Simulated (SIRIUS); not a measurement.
Input of a SIRIUS 7.10.0 run:

File sirius.json:

```json
{
  "control": {
    "processing_unit": "cpu",
    "verbosity": 2,
    "num_bands_to_print": 20,
    "print_forces": true,
    "print_stress": true
  },
  "parameters": {
    "electronic_structure_method": "pseudopotential",
    "xc_functionals": ["XC_GGA_X_PBE", "XC_GGA_C_PBE"],
    "gk_cutoff": 8.2,
    "pw_cutoff": 16.4,
    "ngridk": [9, 9, 5],
    "shiftk": [0, 0, 0],
    "smearing": "fermi_dirac",
    "smearing_width": 0.0018374661,
    "num_bands": 20,
    "num_mag_dims": 0,
    "num_dft_iter": 100,
    "energy_tol": 1e-08,
    "density_tol": 1e-06
  },
  "iterative_solver": {
    "type": "davidson",
    "min_tolerance": 1e-10
  },
  "mixer": {
    "type": "anderson",
    "beta": 0.7,
    "max_history": 8
  },
  "settings": {
    "tol_ne": 1e-10
  },
  "unit_cell": {
    "lattice_vectors": [
      [1.0, 0.0, 0.0],
      [-0.5, 0.866025403775, 0.0],
      [0.0, 0.0, 1.592512376238]
    ],
    "lattice_vectors_scale": 6.1075948348,
    "atom_coordinate_units": "lattice",
    "atom_types": ["Zr"],
    "atom_files": {
      "Zr": "Zr.json"
    },
    "atoms": {
      "Zr": [
        [0.6666666667, 0.3333333333, 0.75],
        [0.3333333333, 0.6666666667, 0.25]
      ]
    }
  }
}
```

Potentials or basis: PseudoDojo 0.4.1 PBE standard (scalar relativistic).

Launch:

```sh
$ upf_to_json Zr.upf
$ OMP_NUM_THREADS=1 sirius.scf --input=sirius.json --output=out.json --task=0
```

What does it give for the band gap on the k mesh?

None (metal or under the smearing width).

Estimate the pressure.

0.6 GPa.

Stress tensor (GPa, compression positive):
```
0.29 0.00 0.00
0.00 0.29 0.00
0.00 0.00 1.17
```
